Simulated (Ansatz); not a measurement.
I:

```
CELL_PARAMETERS angstrom
0.00000 2.36560 3.90984
2.19225 0.00000 3.90984
2.19225 2.36560 0.00000
ATOMIC_POSITIONS crystal
I 0.00000 0.00000 0.00000
```

Base run:

| Quantity | Value |
| --- | --- |
| Program | Ansatz 0.2.0 |
| Functional | PBEsol |
| Potentials or basis | all-electron LAPW, scalar-relativistic |
| Cutoff | 161 eV (chosen from the basis error) |
| Basis error allowed | 0.001 eV/atom |
| k mesh | 9 × 9 × 9 |
| Occupations | fermi-dirac, width 0.05 eV |
| Spin | no spin polarisation |

Its results: pressure -1.4 GPa.

The run is repeated on the same cell with these changes: functional from PBEsol to PBE; occupations from fermi-dirac, width 0.05 eV to gaussian, width 0.026 eV. What comes out?

Pressure 0.5 GPa.

Caveats: an odd number of electrons without spin polarisation forces a metal; a magnetic or distorted state may lie lower.
